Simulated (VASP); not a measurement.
Write the native input for VASP 6.6.1 that does the following.

```
Task                   : relaxation of cell and atoms
Functional             : PBE
Potentials or basis    : VASP PAW PBE potentials, release 64 (Ti_sv, Pb_d, O)
Cutoff                 : 520 eV
k mesh                 : 4 × 4 × 3
Occupations            : gaussian, width 0.15 eV
Spin                   : no spin polarisation
Further INCAR settings : PREC = Normal; ALGO = Fast; EDIFF = 0.0001; IBRION = 2; EDIFFG = -0.08; NSW = 24; ISIF = 3
```

The structure of TiPbO4 lies in POSCAR:

```
TiPbO4
1.0
    4.8029655700      0.0000000000      0.0000000000
   -2.4014827800      4.1594902000      0.0000000000
    0.0000000000      0.0000000000      4.7580010100
Ti Pb O
1 1 4
Direct
    0.6666666700      0.3333333300      0.5000000000
    0.3333333300      0.6666666700      0.5000000000
    0.0000000000      0.0000000000      0.5000000000
    0.4556992200      0.5443007800      0.0000000000
    0.4556992200      0.9113984300      0.0000000000
    0.0886015700      0.5443007800      0.0000000000
```

The cell was built by a generator and needn't be a form met in nature.

One way to write it, as run:

INCAR

```
PREC     = Normal         # precision mode
ENCUT    = 520            # plane-wave cutoff, eV
EDIFF    = 1E-4           # SCF threshold, eV
ISMEAR   = 0              # smearing method
SIGMA    = 0.15           # smearing width, eV
LREAL    = False          # projectors in reciprocal space
LASPH    = True           # aspherical terms in the spheres
NELM     = 60             # most SCF steps
ALGO     = Fast           # electronic algorithm
ISIF     = 3              # what is computed and relaxed
LWAVE    = False          # write WAVECAR
LCHARG   = False          # write CHGCAR
GGA      = PE             # functional
IBRION   = 2              # ionic algorithm
NSW      = 24             # ionic steps
EDIFFG   = -0.08          # ionic threshold
```

KPOINTS

```
regular mesh
0
Gamma
  4 4 3
```

Potentials or basis: VASP PAW PBE potentials, release 64 (Ti_sv, Pb_d, O).

Launch:

```bash
$ cat potpaw_PBE.64/Ti_sv/POTCAR potpaw_PBE.64/Pb_d/POTCAR potpaw_PBE.64/O/POTCAR > POTCAR
$ mpirun -np 1 vasp_std > vasp.out
```

Results of the run:

```yaml
Relaxed_volume: 13.66 Å³/atom
Relaxed_cell: a = 5.766 Å, b = 5.766 Å, c = 2.847 Å, α = 90.00°, β = 90.00°, γ = 120.00°
Space_group_after_relaxing_to_0.05_Å: P-6m2 (No. 187)
Energy_gained_by_relaxing: 1648.4 meV/atom
Ionic_steps: 19
Pressure_after_relaxing: 0.1 GPa
Largest_force_after_relaxing: 0.061 eV/Å
Band_gap_on_the_k_mesh: none (metal or under the smearing width)
```

Caveat: the k mesh is coarse (spacing up to 0.44 Å⁻¹), so the values aren't converged; semilocal functionals often make such compounds metallic where correlation or magnetic order opens a gap, which also shifts bond lengths; the relaxation stopped at a loose force limit of 0.08 eV/Å, so its end isn't a converged minimum.

Wall time 5.3 min on 1 thread of Intel(R) Xeon(R) 6975P-C (Granite Rapids), on a shared host, peak memory 0.18 GiB.
